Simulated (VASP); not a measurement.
# BaS: input slips in a relaxation and what they do

Aim: see how common mistakes in a VASP relaxation show up, on BaS. The starting structure is a measured crystal structure from the Crystallography Open Database.

Method: Kohn-Sham DFT with plane waves and PAW; PBEsol, in VASP 6.6.1.

## (1) Set-up

The structure is cubic, space group Fm-3m (No. 225). Conventional cell: a = 6.388 Å, b = 6.388 Å, c = 6.388 Å, α = 90.00°, β = 90.00°, γ = 90.00°. Ba has 6 S at 3.19 Å nearest. S has 6 Ba at 3.19 Å nearest. Farther neighbours and most contacts between anions are not listed.

Coordinates:

```xyz
2
Lattice="0.0000 3.1938 3.1938 3.1938 0.0000 3.1938 3.1938 3.1938 0.0000" Properties=species:S:1:pos:R:3 pbc="T T T"
Ba    0.0000    0.0000    0.0000
S     3.1938    3.1938    3.1938
```

## (2) Reference relaxation

File INCAR:

```
SYSTEM = BaS
PREC = Accurate
ENCUT = 450
EDIFF = 1E-06
NELM = 100
ISMEAR = 0
SIGMA = 0.03
LREAL = .FALSE.
ALGO = Normal
GGA = PS
NBANDS = 14
LORBIT = 11
LWAVE = .FALSE.
LCHARG = .FALSE.
KPAR = 2
IBRION = 2
NSW = 50
ISIF = 3
EDIFFG = -0.01
```

File POSCAR:

```
BaS
1.0
    0.0000000000      3.1937500000      3.1937500000
    3.1937500000      0.0000000000      3.1937500000
    3.1937500000      3.1937500000      0.0000000000
Ba S
1 1
Direct
    0.0000000000      0.0000000000      0.0000000000
    0.5000000000      0.5000000000      0.5000000000
```

File KPOINTS:

```
Automatic mesh
0
Gamma
6 6 6
0 0 0
```

PAW data sets: Ba_sv and S (PBE family, release 64).

Launch:

```sh
> mpirun -np 2 vasp_std
```

Output:

```text
[banner, memory and clock lines left out]
running    2 mpi-ranks, on    1 nodes
 distrk:  each k-point on    1 cores,    2 groups
 distr:  one band on    1 cores,    1 groups

 POSCAR found type information on POSCAR BaS
 POSCAR found :  2 types and       2 ions
|                                                                             |
|               ----> ADVICE to this user running VASP <----                  |
|                                                                             |
|     You enforced a specific xc type in the INCAR file but a different       |
|     [... a line on the potential file left out ...]
|     I HOPE YOU KNOW WHAT YOU ARE DOING!                                     |
|                                                                             |

 LDA part: xc-table for (Slater+PW92), standard interpolation
 POSCAR, INCAR and KPOINTS ok, starting setup
 FFT: planning ... GRIDC
 FFT: planning ... GRID_SOFT
 FFT: planning ... GRID
 WAVECAR not read
 entering main loop
       N       E                     dE             d eps       ncg     rms          rms(c)
DAV:   1     0.737591238547E+02    0.73759E+02   -0.62090E+03   448   0.878E+02
DAV:   2    -0.686642584196E+01   -0.80626E+02   -0.74028E+02   616   0.164E+02
DAV:   3    -0.110499789929E+02   -0.41836E+01   -0.41512E+01   562   0.399E+01
DAV:   4    -0.111480591978E+02   -0.98080E-01   -0.98063E-01   566   0.633E+00
DAV:   5    -0.111510015610E+02   -0.29424E-02   -0.29422E-02   606   0.914E-01    0.459E+00
DAV:   6    -0.107194421058E+02    0.43156E+00   -0.67890E-01   532   0.489E+00    0.317E+00
DAV:   7    -0.107123688466E+02    0.70733E-02   -0.16535E-01   602   0.221E+00    0.174E+00
DAV:   8    -0.107175432769E+02   -0.51744E-02   -0.21171E-02   490   0.939E-01    0.199E-01
DAV:   9    -0.107170455631E+02    0.49771E-03   -0.35732E-03   568   0.381E-01    0.125E-01
DAV:  10    -0.107174938160E+02   -0.44825E-03   -0.55493E-04   504   0.161E-01    0.298E-02
DAV:  11    -0.107175088516E+02   -0.15036E-04   -0.57220E-05   600   0.458E-02    0.152E-02
DAV:  12    -0.107175099976E+02   -0.11460E-05   -0.38876E-06   502   0.140E-02    0.721E-03
DAV:  13    -0.107175098664E+02    0.13120E-06   -0.12940E-07   332   0.271E-03
   1 F= -.10717510E+02 E0= -.10717510E+02  d E =-.107175E+02
 curvature:   0.00 expect dE= 0.000E+00 dE for cont linesearch  0.000E+00
 trial: gam= 0.00000 g(F)=  0.000E+00 g(S)=  0.344E-02 ort = 0.000E+00 (trialstep = 0.100E+01)
 search vector abs. value=  0.344E-02
 bond charge predicted
       N       E                     dE             d eps       ncg     rms          rms(c)
DAV:   1    -0.107381754284E+02   -0.20665E-01   -0.49288E-01   526   0.495E+00    0.854E-01
DAV:   2    -0.107224791322E+02    0.15696E-01   -0.27605E-02   478   0.116E+00    0.308E-01
DAV:   3    -0.107185543721E+02    0.39248E-02   -0.11132E-02   632   0.688E-01    0.156E-01
DAV:   4    -0.107185820837E+02   -0.27712E-04   -0.44633E-04   682   0.143E-01    0.996E-02
DAV:   5    -0.107186614028E+02   -0.79319E-04   -0.14467E-04   708   0.712E-02    0.370E-02
DAV:   6    -0.107186734826E+02   -0.12080E-04   -0.57424E-06   628   0.176E-02    0.255E-03
DAV:   7    -0.107186731451E+02    0.33743E-06   -0.26234E-07   314   0.355E-03
   2 F= -.10718673E+02 E0= -.10718673E+02  d E =-.116328E-02
 trial-energy change:   -0.001163  1 .order   -0.001145   -0.003442    0.001151
 step:   0.7537(harm=  0.7494)  dis= 0.00000  next Energy=   -10.718815 (dE=-0.130E-02)
 bond charge predicted
       N       E                     dE             d eps       ncg     rms          rms(c)
DAV:   1    -0.107199931496E+02   -0.13197E-02   -0.29728E-02   532   0.121E+00    0.207E-01
DAV:   2    -0.107190540042E+02    0.93915E-03   -0.17093E-03   484   0.288E-01    0.758E-02
DAV:   3    -0.107188143590E+02    0.23965E-03   -0.66504E-04   636   0.169E-01    0.361E-02
DAV:   4    -0.107188130675E+02    0.12915E-05   -0.31077E-05   682   0.367E-02    0.235E-02
DAV:   5    -0.107188143143E+02   -0.12468E-05   -0.76418E-06   694   0.164E-02    0.890E-03
DAV:   6    -0.107188133642E+02    0.95018E-06   -0.28082E-07   308   0.418E-03
   3 F= -.10718813E+02 E0= -.10718813E+02  d E =-.130350E-02
 curvature:  -0.37 expect dE=-0.879E-09 dE for cont linesearch -0.879E-09
 trial: gam= 0.00000 g(F)=  0.602E-60 g(S)=  0.235E-08 ort =-0.284E-05 (trialstep = 0.951E+00)
 search vector abs. value=  0.245E-08
 reached required accuracy - stopping structural energy minimisation
```

It took 8 s on 2 MPI ranks of Intel Xeon 6975P-C (Granite Rapids), shared host; peak memory 0.35 GiB; 12 s of CPU time.

Lines that name or quote the potential files are left out of all logs, and their timing lines are given in words.

From OUTCAR (step 2):

```text
ion  position               nearest neighbor table
   1  0.000  0.000  0.000-   2 3.19   2 3.19   2 3.19   2 3.19   2 3.19   2 3.19
   2  0.500  0.500  0.500-   1 3.19   1 3.19   1 3.19   1 3.19   1 3.19   1 3.19

  LATTYP: Found a face centered cubic cell.
 ALAT       =     6.3875000000

 Subroutine GETGRP returns: Found 48 space group operations
 (whereof 48 operations were pure point group operations)

The static configuration has the point symmetry O_h .

 Found     16 irreducible k-points:

   k-points           NKPTS =     16   k-points in BZ     NKDIM =     16   number of bands    NBANDS=     14

   dimension x,y,z NGX =    32 NGY =   32 NGZ =   32
   dimension x,y,z NGXF=    64 NGYF=   64 NGZF=   64

   ENCUT  =  450.0 eV  33.07 Ry    5.75 a.u.   7.81  7.81  7.81*2*pi/ulx,y,z

   NELECT =      16.0000    total number of electrons

 k-points in reciprocal lattice and weights: Automatic mesh
   0.00000000  0.00000000  0.00000000       0.005
   0.16666667  0.00000000  0.00000000       0.037
   0.33333333  0.00000000  0.00000000       0.037
   0.50000000  0.00000000  0.00000000       0.019
   0.16666667  0.16666667  0.00000000       0.028
   0.33333333  0.16666667  0.00000000       0.111
   0.50000000  0.16666667  0.00000000       0.111
  -0.33333333  0.16666667  0.00000000       0.111
  -0.16666667  0.16666667  0.00000000       0.056
[...]
-0.33333333  0.33333333  0.16666667       0.111
  -0.33333333  0.50000000  0.16666667       0.056

 average (electrostatic) potential at core
       1 -36.5271       2 -87.7654

 E-fermi :   1.6363

 k-point     1 :       0.0000    0.0000    0.0000
  band No.  band energies     occupation
    ...
      4      -9.6351      2.00000
      5      -8.9665      2.00000
      6       1.4051      2.00000
      7       1.4051      2.00000
      8       1.4051      2.00000
      9       4.8705      0.00000
     10       5.1887      0.00000
     11       5.1887      0.00000
     12       5.1887      0.00000
     13       6.1557      0.00000
    ...

 k-point     2 :       0.1667    0.0000    0.0000
  band No.  band energies     occupation
    ...
      4      -9.6455      2.00000
      5      -8.4404      2.00000
      6       0.7166      2.00000
      7       1.0451      2.00000
      8       1.0451      2.00000
      9       5.2149      0.00000
     10       5.6076      0.00000
     11       5.6076      0.00000
     12       5.8830      0.00000
     13       6.9581      0.00000
    ...

 k-point     3 :       0.3333    0.0000    0.0000
  band No.  band energies     occupation
    ...
      4      -9.6660      2.00000
      5      -7.8630      2.00000
      6      -0.2340      2.00000
      7       0.4977      2.00000
      8       0.4977      2.00000
      9       5.7726      0.00000
     10       6.7245      0.00000
     11       6.7245      0.00000
     12       7.3588      0.00000
     13       8.7555      0.00000
    ...

  Total        0.0001800      0.0001800      0.0001800      0.0000000     -0.0000000      0.0000000
  in kB        0.0044803      0.0044803      0.0044803      0.0000000     -0.0000000      0.0000000
  external PRESSURE =       0.0044803 kB  Pullay stress =       0.0000000 kB

  energy-cutoff  :      450.00
  volume of cell :       64.38
      direct lattice vectors                 reciprocal lattice vectors
    -0.000000000  3.181086696  3.181086696    -0.157178992  0.157178992  0.157178992
     3.181086696 -0.000000000  3.181086696     0.157178992 -0.157178992  0.157178992
     3.181086696  3.181086696  0.000000000     0.157178992  0.157178992 -0.157178992

 POSITION                                       TOTAL-FORCE (eV/Angst)
 -----------------------------------------------------------------------------------
      0.00000      0.00000      0.00000         0.000000     -0.000000      0.000000
      3.18109      3.18109      3.18109        -0.000000      0.000000     -0.000000
 -----------------------------------------------------------------------------------
    total drift:                                0.000000     -0.000000     -0.000000

  FREE ENERGIE OF THE ION-ELECTRON SYSTEM (eV)
  ---------------------------------------------------
  free  energy   TOTEN  =       -10.7188133642 eV

  energy  without entropy=      -10.7188133642  energy(sigma->0) =      -10.71881336

 reached required accuracy - stopping structural energy minimisation

 total charge
# of ion       s       p       d       tot
------------------------------------------
    1        2.008   5.606   0.288   7.901
    2        1.317   2.405   0.000   3.722
--------------------------------------------------
tot          3.325   8.011   0.288  11.623

[... 3 further parts left out ...]
```

The PAW data sets were made with PBE, which is usual practice but a small mismatch for other functionals. The run keeps the 48 symmetry operations of its start, so it cannot find a distortion of lower symmetry.

The reference relaxation ends at 32.190 Å³ an atom.

## (3) Relaxation with a smearing far too wide

A slip made on purpose: a smearing far too wide. Against step 2 the input has SIGMA = 2 (also changed: NELM).

Changes to INCAR since step 2:

```diff
@@ -4,5 +4,5 @@
 EDIFF = 1E-06
-NELM = 100
+NELM = 60
 ISMEAR = 0
-SIGMA = 0.03
+SIGMA = 2
 LREAL = .FALSE.
```

POSCAR is that of step 2.

KPOINTS is that of step 2.

Launch:

```sh
> mpirun -np 2 vasp_std
```

Output:

```text
[banner, memory and clock lines left out]
running    2 mpi-ranks, on    1 nodes
[...]
[... a notice as in an earlier step ...]

 LDA part: xc-table for (Slater+PW92), standard interpolation
 POSCAR, INCAR and KPOINTS ok, starting setup
[...]
entering main loop
       N       E                     dE             d eps       ncg     rms          rms(c)
DAV:   1     0.729038898088E+02    0.72904E+02   -0.62090E+03   448   0.878E+02
DAV:   2    -0.704548072821E+01   -0.79949E+02   -0.74165E+02   616   0.164E+02
DAV:   3    -0.112289405869E+02   -0.41835E+01   -0.41476E+01   562   0.399E+01
DAV:   4    -0.113270628673E+02   -0.98122E-01   -0.98102E-01   566   0.631E+00
[...]
DAV:  10    -0.110303721979E+02   -0.26845E-03   -0.33820E-04   496   0.126E-01    0.234E-02
DAV:  11    -0.110303714215E+02    0.77642E-06   -0.20175E-05   610   0.244E-02    0.172E-02
DAV:  12    -0.110303713994E+02    0.22058E-07   -0.27023E-06   488   0.134E-02
|                                                                             |
[...]
DAV:   4    -0.110309833862E+02    0.11049E-05   -0.70159E-06   668   0.170E-02    0.937E-03
DAV:   5    -0.110309828709E+02    0.51538E-06   -0.80535E-07   354   0.592E-03
|                                                                             |
|               ----> ADVICE to this user running VASP <----                  |
|                                                                             |
|     Your highest band is occupied at some k-points! Unless you are          |
|     performing a calculation for an insulator or semiconductor, without     |
|     unoccupied bands, you have included TOO FEW BANDS!! Please increase     |
|     the parameter NBANDS in file INCAR to ensure that the highest band      |
|     is unoccupied at all k-points. It is always recommended to include      |
|     a few unoccupied bands to accelerate the convergence of                 |
|     molecular-dynamics runs (even for insulators or semiconductors),        |
|     since the presence of unoccupied bands improves wavefunction            |
|     prediction and helps to suppress 'band-crossings'.                      |
|                                                                             |

   3 F= -.11030983E+02 E0= -.10421084E+02  d E =-.611471E-03
[...]
reached required accuracy - stopping structural energy minimisation
```

Wall time 7.2 s (2 MPI ranks); peak memory 0.35 GiB; 11 s of CPU time.

OUTCAR, selected parts (step 3):

```text
  Total        0.0004424      0.0004424      0.0004424      0.0000000      0.0000000      0.0000000
  in kB        0.0109724      0.0109724      0.0109724      0.0000000      0.0000000      0.0000000
  external PRESSURE =       0.0109724 kB  Pullay stress =       0.0000000 kB

 POSITION                                       TOTAL-FORCE (eV/Angst)
 -----------------------------------------------------------------------------------
      0.00000      0.00000      0.00000        -0.000000      0.000000      0.000000
      3.18456      3.18456      3.18456         0.000000     -0.000000     -0.000000
 -----------------------------------------------------------------------------------
    total drift:                                0.000000     -0.000000     -0.000000

  FREE ENERGIE OF THE ION-ELECTRON SYSTEM (eV)
  ---------------------------------------------------
  free  energy   TOTEN  =       -11.0309828709 eV

  energy  without entropy=       -9.8111844019  energy(sigma->0) =      -10.42108364

[... 2 parts as in an earlier step ...]

[... 2 further parts left out ...]
[key lines of the parts left out:]
E-fermi :   2.9745
```

With a smearing far too wide the cell ends at 32.296 Å³ an atom, +0.33 % from the reference.

## (4) Relaxation with too few electronic steps

A slip made on purpose: too few electronic steps. Against step 2 the input has NELM = 4 (also changed: NSW).

Changes to INCAR since step 3:

```diff
@@ -4,5 +4,5 @@
 EDIFF = 1E-06
-NELM = 60
+NELM = 4
 ISMEAR = 0
-SIGMA = 2
+SIGMA = 0.03
 LREAL = .FALSE.
@@ -16,3 +16,3 @@
 IBRION = 2
-NSW = 50
+NSW = 30
 ISIF = 3
```

POSCAR is that of step 3.

KPOINTS is that of step 3.

Launch:

```sh
> mpirun -np 2 vasp_std
```

Output:

```text
[... set-up lines as in an earlier step ...]
 entering main loop
       N       E                     dE             d eps       ncg     rms          rms(c)
[... 4 cycles as in an earlier step ...]
 -----------------------------------------------------------------------------
|                                                                             |
|           W    W    AA    RRRRR   N    N  II  N    N   GGGG   !!!           |
|           W    W   A  A   R    R  NN   N  II  NN   N  G    G  !!!           |
|           W    W  A    A  R    R  N N  N  II  N N  N  G       !!!           |
|           W WW W  AAAAAA  RRRRR   N  N N  II  N  N N  G  GGG   !            |
|           WW  WW  A    A  R   R   N   NN  II  N   NN  G    G                |
|           W    W  A    A  R    R  N    N  II  N    N   GGGG   !!!           |
|                                                                             |
|     The electronic self-consistency was not achieved in the given           |
|     number of steps (NELM). The forces and other quantities evaluated       |
[...]
|     The electronic self-consistency was not achieved in the given           |
[... from here on, the cycles between the ionic steps are left out ...]
   2 F= -.93244124E+01 E0= -.93244124E+01  d E =0.182365E+01
[...]
|     The electronic self-consistency was not achieved in the given           |
   3 F= -.99161988E+01 E0= -.99161988E+01  d E =0.123186E+01
   5 F= -.10615291E+02 E0= -.10615291E+02  d E =0.532768E+00
   7 F= -.10706628E+02 E0= -.10706628E+02  d E =0.441432E+00
   9 F= -.10715812E+02 E0= -.10715812E+02  d E =0.432248E+00
  11 F= -.10717151E+02 E0= -.10717151E+02  d E =0.430908E+00
  13 F= -.10717424E+02 E0= -.10717424E+02  d E =0.430635E+00
  15 F= -.10717489E+02 E0= -.10717489E+02  d E =0.430571E+00
  17 F= -.10717504E+02 E0= -.10717504E+02  d E =0.430555E+00
  19 F= -.10717509E+02 E0= -.10717509E+02  d E =0.430551E+00
  21 F= -.10718494E+02 E0= -.10718494E+02  d E =-.985616E-03
  23 F= -.10718786E+02 E0= -.10718786E+02  d E =-.127723E-02
  25 F= -.10718804E+02 E0= -.10718804E+02  d E =-.129567E-02
  26 F= -.10718814E+02 E0= -.10718814E+02  d E =-.974555E-05
 trial-energy change:   -0.000010  1 .order   -0.000015   -0.000026   -0.000004
 step:   0.9633(harm=  0.9633)  dis= 0.00000  next Energy=   -10.718820 (dE=-0.157E-04)
 reached required accuracy - stopping structural energy minimisation
```

The job ended after 26 s (2 MPI ranks; peak memory 0.38 GiB).

Parts of OUTCAR (step 4):

```text
  Total        0.0035058      0.0035058      0.0035058      0.0000000      0.0000000     -0.0000000
  in kB        0.0872286      0.0872286      0.0872286      0.0000000      0.0000000     -0.0000000
  external PRESSURE =       0.0872286 kB  Pullay stress =       0.0000000 kB

 POSITION                                       TOTAL-FORCE (eV/Angst)
 -----------------------------------------------------------------------------------
      0.00000      0.00000      0.00000        -0.000000      0.000000     -0.000000
      3.18130      3.18130      3.18130         0.000000     -0.000000      0.000000
 -----------------------------------------------------------------------------------
    total drift:                                0.000000     -0.000000     -0.000000

  FREE ENERGIE OF THE ION-ELECTRON SYSTEM (eV)
  ---------------------------------------------------
  free  energy   TOTEN  =       -10.7188139331 eV

  energy  without entropy=      -10.7188139331  energy(sigma->0) =      -10.71881393

[... 2 parts as in an earlier step ...]

[... 2 further parts left out ...]
[key lines of the parts left out:]
E-fermi :   1.6339
```

Logs of long relaxations may skip ionic steps without a mark.

With too few electronic steps the cell ends at 32.197 Å³ an atom, +0.02 % from the reference.

[end of part 1 of 2]

[Lines on the potential files, build, host, timing and source positions are cut from VASP's logs without a mark.]

[Logs are printed without paths, hosts, clocks, repeated set-up lines and the standing remarks that a program may print on its own settings, such as how far it seeks lower states.]

[Hosts, paths, dates, database ids (printed as entryN), source tags and the programs' standing remarks are cut or masked in the printed files.]
